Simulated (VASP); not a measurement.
# Er (Fm-3m) in VASP: notebook

The runs below take Er through single point, with PBE.

All numbers are computed with VASP 6.6.1; they aren't measurements. Logs are shortened: lines on timing, memory, paths and dates and some standing lists are left out, and cuts for length are marked.

## Step 1: The structure

It takes space group Fm-3m (No. 225, cubic). The conventional cell has a = 4.960 Å, b = 4.960 Å, c = 4.960 Å, α = 90.00°, β = 90.00°, γ = 90.00°. Er (site symmetry m-3m) has 12 Er at 3.51 Å as nearest neighbours.

This isn't the form of Er at room conditions, which is hcp.

## Step 2: Single point, PBE, collinear spin, ferromagnetic start

File INCAR:

```
SYSTEM = Er
PREC     = Accurate       ! precision mode
ENCUT    = 700            ! plane-wave cutoff, eV
EDIFF    = 1E-6           ! SCF threshold, eV
ISMEAR   = 0              ! smearing method
SIGMA    = 0.2            ! smearing width, eV
LREAL    = .False.        ! projectors in reciprocal space
LASPH    = .True.         ! aspherical terms in the spheres
NELM     = 100            ! most SCF steps
ALGO     = Normal         ! electronic algorithm
ISIF     = 2              ! what is computed and relaxed
LWAVE    = .False.        ! write WAVECAR
LCHARG   = .False.        ! write CHGCAR
ISPIN    = 2              ! spin polarisation
MAGMOM   = 3              ! initial moments
LORBIT   = 11             ! projections on sites
LMAXMIX  = 6              ! l up to which the mixer works
GGA      = PE             ! functional
ADDGRID  = .False.
```

File KPOINTS:

```
Automatic mesh
0
Gamma
  5 5 5
  0 0 0
```

File POSCAR:

```
Er
1.0
    0.0000000000      2.4798434248      2.4798434248
    2.4798434248      0.0000000000      2.4798434248
    2.4798434248      2.4798434248      0.0000000000
Er
1
Direct
    0.0000000000      0.0000000000      0.0000000000
```

Potentials or basis: VASP PAW PBE potentials, release 64 (Er_3), 4f in core.

Run with:

```console
cat potpaw_PBE.64/Er_3/POTCAR > POTCAR
mpirun -np 1 vasp_std > vasp.out
```

OUTCAR:

```text
SYSTEM = Er
   PREC = Accurate
   ENCUT = 700
   EDIFF = 1E-6
   ISMEAR = 0
   LREAL = .False.
   LASPH = .True.
   NELM = 100
   ISIF = 2
   ISPIN = 2
   LORBIT = 11
   GGA = PE

 Found     10 irreducible k-points:

 Following reciprocal coordinates:
            Coordinates               Weight
  0.000000  0.000000  0.000000      1.000000
  0.200000  0.000000  0.000000      8.000000
  0.400000  0.000000  0.000000      8.000000
  0.200000  0.200000  0.000000      6.000000
  0.400000  0.200000  0.000000     24.000000
 -0.400000  0.200000  0.000000     24.000000
   k-points           NKPTS =     10   k-points in BZ     NKDIM =     10   number of bands    NBANDS=     10
   number of dos      NEDOS =    301   number of ions     NIONS =      1
   total plane-waves  NPLWV =  27000
   dimension x,y,z NGX =    30 NGY =   30 NGZ =   30
   dimension x,y,z NGXF=    60 NGYF=   60 NGZF=   60
   ions per type =               1
   NGX,Y,Z   is equivalent  to a cutoff of  14.22, 14.22, 14.22 a.u.
   NGXF,Y,Z  is equivalent  to a cutoff of  28.44, 28.44, 28.44 a.u.
 SYSTEM =  Er
   PREC   = accura    normal or accurate (medium, high low for compatibility)
   ISTART =      0    job   : 0-new  1-cont  2-samecut
   ICHARG =      2    charge: 1-file 2-atom 10-const
   ISPIN  =      2    spin polarized calculation?
   LNONCOLLINEAR =      F non collinear calculations
   LSORBIT =      F    spin-orbit coupling
   LASPH  =      T    aspherical Exc in radial PAW
   ENCUT  =  700.0 eV  51.45 Ry    7.17 a.u.   7.57  7.57  7.57*2*pi/ulx,y,z
   NELM   =    100;   NELMIN=  2; NELMDL= -5     # of ELM steps
   EDIFF  = 0.1E-05   stopping-criterion for ELM
   LREAL  =      F    real-space projection
   EDIFFG = 0.1E-04   stopping-criterion for IOM
   NSW    =      0    number of steps for IOM
   IBRION =     -1    ionic relax: 0-MD 1-quasi-New 2-CG
   NFREE  =      0    steps in history (QN), initial steepest desc. (CG)
   ISIF   =      2    stress and relaxation
   ISYM   =      2    0-nonsym 1-usesym 2-fastsym
   POTIM  = 0.5000    time-step for ionic-motion
   TEBEG  =    0.0;   TEEND  =   0.0 temperature during run
   PSTRESS=    0.0 pullay stress
   NELECT =       9.0000    total number of electrons
   NUPDOWN=      -1.0000    fix difference up-down
   EMIN   =  10.00;   EMAX   =-10.00  energy-range for DOS
   EFERMI =   0.00;   METHOD = LEGACY
   ISMEAR =     0;   SIGMA  =   0.20  broadening in eV -4-tet -1-fermi 0-gaus
   EFERMI_NEDOS =   21; number of points for ismear=-14 and -15
   IALGO  =     38    algorithm
   IMIX   =      4    mixing-type and parameters
     AMIX     =   0.40;   BMIX     =  1.00
     AMIX_MAG =   1.60;   BMIX_MAG =  1.00
  volume/ion in A,a.u.               =      30.50       205.83
  Fermi-wavevector in a.u.,A,eV,Ry     =   1.089904  2.059619 16.162222  1.187890
  Thomas-Fermi vector in A             =   2.226117
   LORBIT       =     11    0 simple, 1 ext, 2 COOP (PROOUT), +10 PAW based schemes
   GGA     = PE    functional components
   LHFCALC =     F    Hartree Fock is set to
   AEXX    =    0.0000 exact exchange contribution
   IVDW    =     0    specifies the selected vdW correction
   LEPSILON=     F    determine dielectric tensor
   LRPA    =     F    only Hartree local field effects (RPA)
 spin polarized calculation
 Gauss-broadening in eV      SIGMA  =   0.20
  energy-cutoff  :      700.00
  volume of cell :       30.50
 maximum number of plane-waves:      1307
 NGX is ok and might be reduce to    30
   NGX = 15   NGY = 15   NGZ = 15

 number of electron       9.0000001 magnetization       0.5630720

 Free energy of the ion-electron system (eV)
  ---------------------------------------------------
  ext. energy  EPLUGINS =         0.00000000
  ---------------------------------------------------
  free energy    TOTEN  =        -4.42727535 eV

  energy without entropy =       -4.39253781  energy(sigma->0) =       -4.40990658

 E-fermi :   3.1057     XC(G=0):  -9.8661

 val. band max:        2.8557988408   @ k =  -0.4000   0.2000   0.0000
 cond. band min:       3.1520484552   @ k =  -0.4000   0.4000   0.2000
 fundamental gap:      0.2962496144
 Fermi energy:         3.1056839516

 spin component 1

 k-point     1 :       0.0000    0.0000    0.0000
  band No.  band energies     occupation
      1     -21.3743      1.00000
      2     -21.3743      1.00000
      3     -21.3743      1.00000
      4      -2.7221      1.00000
      5       4.9242      0.00000
      6       4.9242      0.00000
      7       4.9242      0.00000
      8       7.3368      0.00000
      9       7.3368      0.00000
     10      12.3026      0.00000

 k-point     2 :       0.2000    0.0000    0.0000
  band No.  band energies     occupation
      1     -21.5929      1.00000
      2     -21.4024      1.00000
      3     -21.4024      1.00000
      4      -1.6847      1.00000
      5       3.9583      0.00000
      6       5.2418      0.00000
      7       5.2418      0.00000
      8       7.0864      0.00000
      9       7.0864      0.00000
     10      13.0029      0.00000

 k-point     3 :       0.4000    0.0000    0.0000
  band No.  band energies     occupation
      1     -21.9269      1.00000
      2     -21.4475      1.00000
      3     -21.4475      1.00000
      4       0.1540      1.00000
      5       3.3969      0.01973
      6       4.8470      0.00000
      7       4.8470      0.00000
      8       8.5771      0.00000
      9       8.5771      0.00000
     10      11.3182      0.00000

 k-point     4 :       0.2000    0.2000    0.0000
  band No.  band energies     occupation
      1     -21.5858      1.00000
      2     -21.4505      1.00000
      3     -21.4505      1.00000
      4      -1.3399      1.00000
      5       3.5210      0.00166
      6       5.4617      0.00000
      7       5.7807      0.00000
      8       5.7807      0.00000
      9       7.8688      0.00000
     10      15.3054      0.00000

 k-point     5 :       0.4000    0.2000    0.0000
  band No.  band energies     occupation
      1     -21.8269      1.00000
      2     -21.5279      1.00000
      3     -21.5015      1.00000
      4       0.4139      1.00000
      5       2.8356      0.97190
      6       4.0960      0.00000
      7       5.9396      0.00000
      8       7.7638      0.00000
      9       8.9422      0.00000
     10      12.4242      0.00000

 k-point     6 :      -0.4000    0.2000    0.0000
  band No.  band energies     occupation
      1     -21.9022      1.00000
      2     -21.6086      1.00000
      3     -21.4856      1.00000
      4       1.3508      1.00000
      5       2.8558      0.96138
      6       3.9007      0.00000
      7       5.5583      0.00000
      8       8.4180      0.00000
      9       9.3708      0.00000
     10      11.1007      0.00000

 [... further k-points ...]

 spin component 2

 k-point     1 :       0.0000    0.0000    0.0000
  band No.  band energies     occupation
      1     -21.2478      1.00000
      2     -21.2478      1.00000
      3     -21.2478      1.00000
      4      -2.2231      1.00000
      5       5.2601      0.00000
      6       5.2601      0.00000
      7       5.2601      0.00000
      8       7.5327      0.00000
      9       7.5327      0.00000
     10      13.0392      0.00000

 k-point     2 :       0.2000    0.0000    0.0000
  band No.  band energies     occupation
      1     -21.4596      1.00000
      2     -21.2752      1.00000
      3     -21.2752      1.00000
      4      -1.1895      1.00000
      5       4.3621      0.00000
      6       5.5635      0.00000
      7       5.5635      0.00000
      8       7.3112      0.00000
      9       7.3112      0.00000
     10      13.5111      0.00000

 k-point     3 :       0.4000    0.0000    0.0000
  band No.  band energies     occupation
      1     -21.7841      1.00000
      2     -21.3191      1.00000
      3     -21.3191      1.00000
      4       0.6395      1.00000
      5       3.8715      0.00000
      6       5.1440      0.00000
      7       5.1440      0.00000
      8       8.7975      0.00000
      9       8.7975      0.00000
     10      11.7035      0.00000

 k-point     4 :       0.2000    0.2000    0.0000
  band No.  band energies     occupation
      1     -21.4524      1.00000
      2     -21.3220      1.00000
      3     -21.3220      1.00000
      4      -0.8493      1.00000
      5       3.9291      0.00000
      6       5.7391      0.00000
      7       6.1130      0.00000
      8       6.1130      0.00000
      9       8.0525      0.00000
     10      15.7056      0.00000

 k-point     5 :       0.4000    0.2000    0.0000
  band No.  band energies     occupation
      1     -21.6867      1.00000
      2     -21.3970      1.00000
      3     -21.3717      1.00000
      4       0.8856      1.00000
      5       3.2749      0.11578
      6       4.4456      0.00000
      7       6.2373      0.00000
      8       8.0734      0.00000
      9       9.1357      0.00000
     10      12.7554      0.00000

 k-point     6 :      -0.4000    0.2000    0.0000
  band No.  band energies     occupation
      1     -21.7602      1.00000
      2     -21.4753      1.00000
      3     -21.3562      1.00000
      4       1.8293      1.00000
      5       3.2501      0.15362
      6       4.3250      0.00000
      7       5.8384      0.00000
      8       8.6616      0.00000
      9       9.6707      0.00000
     10      11.3649      0.00000

 [... further k-points ...]
[... 5 lines left out ...]
  --------------------------------------------------------------------------------------
  -------------------------------------------------------------------------------------
  Total        0.1937739      0.1937739      0.1937739     -0.0000000     -0.0000000     -0.0000000
  in kB       10.1789509     10.1789509     10.1789509     -0.0000000     -0.0000000     -0.0000000
  external PRESSURE =      10.1789509 kB  Pullay stress =       0.0000000 kB

 VOLUME and BASIS-vectors are now :
 -----------------------------------------------------------------------------
  energy-cutoff  :      700.00
  volume of cell :       30.50
      direct lattice vectors                 reciprocal lattice vectors
     0.000000000  2.479843425  2.479843425    -0.201625633  0.201625633  0.201625633
     2.479843425  0.000000000  2.479843425     0.201625633 -0.201625633  0.201625633
     2.479843425  2.479843425  0.000000000     0.201625633  0.201625633 -0.201625633

 POSITION                                       TOTAL-FORCE (eV/Angst)
 -----------------------------------------------------------------------------------
      0.00000      0.00000      0.00000         0.000000      0.000000      0.000000
 -----------------------------------------------------------------------------------
    total drift:                               -0.000000     -0.000000      0.000000

  FREE ENERGIE OF THE ION-ELECTRON SYSTEM (eV)
  ---------------------------------------------------
  free  energy   TOTEN  =        -4.4272753540 eV

  energy  without entropy=       -4.3925378092  energy(sigma->0) =       -4.40990658

 total charge

# of ion       s       p       d       tot
------------------------------------------
    1        0.508   6.538   1.087   8.133

 magnetization (x)

# of ion       s       p       d       tot
------------------------------------------
    1        0.004   0.165   0.274   0.443
```

Wall time 9.7 s (1 thread of Intel Xeon 6975P-C (Granite Rapids), shared host); peak memory 0.19 GiB.

The run converged, but some of its settings lie outside the range that counts as converged, so its numbers aren't taken as properties of the crystal.

Results:

```yaml
Free_energy: -4.4273 eV
Pressure: 1.0 GPa
Band_gap_on_the_k_mesh: none (metal or under the smearing width)
Net_moment: 0.56 μB per cell
Site_moments: Er +0.44 μB
Valence_electrons_inside_the_program's_atomic_spheres: Er 8.13
```

Caveat: the k mesh is coarse (spacing up to 0.44 Å⁻¹), so the values aren't converged; the magnetic or orbital state may not be the lowest; spin-orbit coupling is left out, which moves the levels of the heavy elements; the 4f electrons are frozen in the core as for a trivalent ion, so they carry no moment and show no levels.

## Step 3: Single point, PBE, collinear spin, ferromagnetic start

INCAR is that of step 2.

KPOINTS is that of step 2.

File POSCAR:

```
Er
1.0
   -0.0089250000      2.4571370000      2.4791170000
    2.4542050000     -0.0023290000      2.4725200000
    2.4870360000      2.4833720000     -0.0351600000
Er
1
Direct
   -0.0043710000     -0.0077920000     -0.0181410000
```

Potentials or basis: VASP PAW PBE potentials, release 64 (Er_3), 4f in core.

Run with:

```console
cat potpaw_PBE.64/Er_3/POTCAR > POTCAR
mpirun -np 1 vasp_std > vasp.out
```

It took 27 s on 1 thread of Intel Xeon 6975P-C (Granite Rapids), shared host; peak memory 0.22 GiB.

The run converged, but some of its settings lie outside the range that counts as converged, so its numbers aren't taken as properties of the crystal.

What came out:

| Property | Result |
| --- | --- |
| Free energy | -4.4255 eV |
| Pressure | 1.0 GPa |
| Band gap on the k mesh | none (metal or under the smearing width) |
| Net moment | 0.55 μB per cell |
| Site moments | Er +0.43 μB |
| Valence electrons inside the program's atomic spheres | Er 8.13 |

Caveat: the k mesh is coarse (spacing up to 0.44 Å⁻¹), so the values aren't converged; the magnetic or orbital state may not be the lowest; spin-orbit coupling is left out, which moves the levels of the heavy elements; the 4f electrons are frozen in the core as for a trivalent ion, so they carry no moment and show no levels.

## Step 4: Single point, PBE, collinear spin, ferromagnetic start

Edit INCAR of step 3 so:

```diff
@@ -2,3 +2,3 @@
 PREC     = Accurate       ! precision mode
-ENCUT    = 700            ! plane-wave cutoff, eV
+ENCUT    = 400            ! plane-wave cutoff, eV
 EDIFF    = 1E-6           ! SCF threshold, eV
```

File KPOINTS:

```
Automatic mesh
0
Gamma
  7 7 7
  0 0 0
```

File POSCAR:

```
Er
1.0
    0.0000000000      2.4798434248      2.4798434248
    2.4798434248      0.0000000000      2.4798434248
    2.4798434248      2.4798434248      0.0000000000
Er
1
Direct
    0.0000000000      0.0000000000      0.0000000000
```

Run with:

```console
cat potpaw_PBE.64/Er_3/POTCAR > POTCAR
mpirun -np 1 vasp_std > vasp.out
```

It took 7.4 s on 1 thread of Intel Xeon 6975P-C (Granite Rapids), shared host; peak memory 0.14 GiB.

The run converged, but some of its settings lie outside the range that counts as converged, so its numbers aren't taken as properties of the crystal.

What came out:

* Free energy: -4.4888 eV
* Pressure: -0.1 GPa
* Band gap on the k mesh: none (metal or under the smearing width)
* Net moment: 0.00 μB per cell
* Valence electrons inside the program's atomic spheres: Er 8.12

Caveat: the magnetic or orbital state may not be the lowest; spin-orbit coupling is left out, which moves the levels of the heavy elements; the 4f electrons are frozen in the core as for a trivalent ion, so they carry no moment and show no levels.
